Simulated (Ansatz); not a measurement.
# KBr: the cell at several levels of theory

The task here is to estimate one member of a computed series from the others.

Program: Ansatz 0.2.0. PAW datasets, plane waves, zero pressure. No spin polarisation and no zero-point or thermal motion.

**The cell**

It is cubic, Fm-3m (No. 225); conventional cell a = 6.600 Å, 35.94 Å³ an atom. K has 6 Br at 3.30 Å; Br has 6 K at 3.30 Å.

Structure file:

```xyz
2
Lattice="0.0000 3.3000 3.3000 3.3000 0.0000 3.3000 3.3000 3.3000 0.0000" Properties=species:S:1:pos:R:3 pbc="T T T"
K     0.0000    0.0000    0.0000
Br    3.3000    3.3000    3.3000
```

The first run:

Contents of input.yaml:

```yaml
crystal:
  lattice:
    - [0.0, 3.3, 3.3]
    - [3.3, 0.0, 3.3]
    - [3.3, 3.3, 0.0]
  atoms:
    - { symbol: K, position: [0.0, 0.0, 0.0] }
    - { symbol: Br, position: [0.5, 0.5, 0.5] }
kpoints:
  mp_grid: { grid: [6, 6, 6] }
hamiltonian:
  xc: pbe
scf:
  occupations: { method: fermi_dirac, width: 0.02 }
relax:
  f_tol: 0.005
  cell: {}
```

On the command line:

```
> ansatz run input.yaml --threads 2 --pin off --max-ram 2211MiB --backend cpu --events-out ev --progress --plain --runs-dir out
```

Steps of the session up to this table: Relaxing with PBE; r2SCAN: cell and atoms; PBEsol: cell and atoms; Relaxing with LDA; Relaxation with HSE06.

One table of the session follows, with a row left open; its other results are not shown here.

```
 level  a (Å)  volume (Å³/atom)
   PBE      ?                 ?
r2SCAN  6.605            36.017
PBEsol  6.551            35.148
   LDA  6.373            32.351
 HSE06  6.665            37.003
```

**Question.** Estimate the row for PBE.

**Answer.** a (Å): 6.701; volume (Å³/atom): 37.610. In the column «a (Å)» it is the highest.

The first relaxation changed the volume by +4.7 % from the start. LDA gives the smallest cell and PBE the largest; they differ by 16.3 % in volume, a mean of 5.1 % in length. The meshes differ: PBE 6×6×6, r2SCAN 6×6×6, PBEsol 6×6×6, LDA 6×6×6, HSE06 4×4×4.
